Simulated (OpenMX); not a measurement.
Set up this calculation in OpenMX 3.8.5, as the native input.

```
Task                : single point
Functional          : PBE
Potentials or basis : OpenMX 2013 PBE set, Y8.0-s3p2d2, grid cutoff 350 Ry
k mesh              : 9 × 9 × 9
Occupations         : fermi-dirac, width 0.05 eV
Spin                : no spin polarisation
Mixing scheme       : rmm-diisk
SCF threshold       : 1e-08 Ha
Solver              : band
Max SCF cycles      : 100
```

Y:

```
Y
1.0
     0.02633    2.56043    2.58486
     2.55941    0.04610    2.56509
     2.57995    2.56119    0.02557
Y
1
Direct
  0.01034 0.99772 0.00314
```

The cell isn't the ideal one: cell strained at random at fixed volume.

One way to write it, as run:

Y.dat

```
System.CurrrentDirectory             ./
System.Name                          Y
DATA.PATH                            ./DFT_DATA13
level.of.stdout                      1
level.of.fileout                     0
Species.Number                       1
<Definition.of.Atomic.Species
  Y   Y8.0-s3p2d2            Y_PBE13
Definition.of.Atomic.Species>

Atoms.Number                         1
Atoms.SpeciesAndCoordinates.Unit     FRAC
<Atoms.SpeciesAndCoordinates
    1  Y     0.0103390000   -0.0022800000    0.0031370000   5.500  5.500
Atoms.SpeciesAndCoordinates>

Atoms.UnitVectors.Unit               Ang
<Atoms.UnitVectors
     0.0263310000    2.5604270000    2.5848590000
     2.5594150000    0.0461030000    2.5650870000
     2.5799460000    2.5611870000    0.0255710000
Atoms.UnitVectors>

scf.XcType                           GGA-PBE
scf.SpinPolarization                 off
scf.ElectronicTemperature            580.226
scf.energycutoff                     350.0
scf.maxIter                          100
scf.EigenvalueSolver                 band
scf.Kgrid                            9 9 9
scf.Mixing.Type                      rmm-diisk
scf.Init.Mixing.Weight               0.05
scf.Min.Mixing.Weight                0.001
scf.Max.Mixing.Weight                0.3
scf.Mixing.History                   25
scf.Mixing.StartPulay                8
scf.criterion                        1.0e-8
scf.stress.tensor                    on
MD.Type                              nomd
```

Potentials or basis: OpenMX 2013 PBE set, Y8.0-s3p2d2, grid cutoff 350 Ry.

Run with:

```sh
$ openmx Y.dat -nt 1 > Y.std
```

Results of the run:

| Quantity | Value |
| --- | --- |
| Pressure | -0.8 GPa |
| Band gap on the k mesh | none (metal or under the smearing width) |

Caveat: the basis of atomic orbitals isn't converged, which shifts pressures, moduli and gaps.

Wall time 28 s on 1 thread of Arm Neoverse V2, with other jobs on the host, peak memory 0.45 GiB.
